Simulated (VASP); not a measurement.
Set up this calculation in VASP 6.6.1, as the native input.

| Property | Result |
| --- | --- |
| Task | relaxation of cell and atoms |
| Functional | PBE |
| Potentials or basis | VASP PAW PBE potentials, release 64 (Cs_sv, Ag, Bi_d, Br) |
| Cutoff | 600 eV |
| k mesh | 4 × 4 × 4 |
| Occupations | gaussian, width 0.03 eV |
| Spin | no spin polarisation |
| Further INCAR settings | ALGO = Normal; EDIFF = 1e-07; IBRION = 2; EDIFFG = -0.005; NSW = 90; ISIF = 3 |

The structure of Cs2AgBiBr6 lies in POSCAR:

```
Cs2AgBiBr6                              
1.0
    0.0000000000      5.7367194131      5.7367194131
    5.7367194131      0.0000000000      5.7367194131
    5.7367194131      5.7367194131     -0.0000000000
  Cs              Ag              Bi              Br            
     2     1     1     6
Direct
     0.2500000000000000    0.2500000000000000    0.2500000000000000
     0.7500000000000000    0.7500000000000000    0.7500000000000000
     0.5000000000000000    0.5000000000000000    0.5000000000000000
     0.0000000000000000    0.0000000000000000    0.0000000000000000
     0.2513592070694476    0.7486407929305524    0.2513592070694476
     0.2513592070694476    0.7486407929305524    0.7486407929305524
     0.7486407929305524    0.2513592070694476    0.7486407929305524
     0.7486407929305524    0.2513592070694476    0.2513592070694476
     0.2513592070694476    0.2513592070694476    0.7486407929305524
     0.7486407929305524    0.7486407929305524    0.2513592070694476
```

These files were run (other wordings do the same):

INCAR

```
PREC     = Accurate       # precision mode
ENCUT    = 600            # plane-wave cutoff, eV
EDIFF    = 1E-7           # SCF threshold, eV
ISMEAR   = 0              # smearing method
SIGMA    = 0.03           # smearing width, eV
LREAL    = False          # projectors in reciprocal space
LASPH    = True           # aspherical terms in the spheres
NELM     = 80             # most SCF steps
ALGO     = Normal         # electronic algorithm
ISIF     = 3              # what is computed and relaxed
LWAVE    = False          # write WAVECAR
LCHARG   = False          # write CHGCAR
GGA      = PE             # functional
IBRION   = 2              # ionic algorithm
NSW      = 90             # ionic steps
EDIFFG   = -0.005         # ionic threshold
KPAR     = 2
```

KPOINTS

```
Automatic mesh
0
Gamma
  4 4 4
```

Potentials or basis: VASP PAW PBE potentials, release 64 (Cs_sv, Ag, Bi_d, Br).

The run is started by

```bash
$ cat potpaw_PBE.64/Cs_sv/POTCAR potpaw_PBE.64/Ag/POTCAR potpaw_PBE.64/Bi_d/POTCAR potpaw_PBE.64/Br/POTCAR > POTCAR
$ mpirun -np 2 vasp_std > vasp.out
```

Results of the run:

```yaml
Relaxed_volume: 37.79 Å³/atom
Relaxed_cell: a = 8.115 Å, b = 8.115 Å, c = 8.115 Å, α = 60.00°, β = 60.00°, γ = 60.00°
Space_group_after_relaxing_to_0.05_Å: Fm-3m (No. 225)
Energy_gained_by_relaxing: 0.0 meV/atom
Ionic_steps: 2
Pressure_after_relaxing: 0.0 GPa
Band_gap_on_the_k_mesh: 1.33 eV, indirect (least direct gap 2.38 eV)
```

Caveat: spin-orbit coupling is left out, which as a rule narrows the gap of such compounds by several tenths of an eV.

Wall time 5.1 min on 2 MPI ranks on Intel(R) Xeon(R) Platinum 8488C (Sapphire Rapids), with other jobs on the host, peak memory 0.85 GiB a rank.
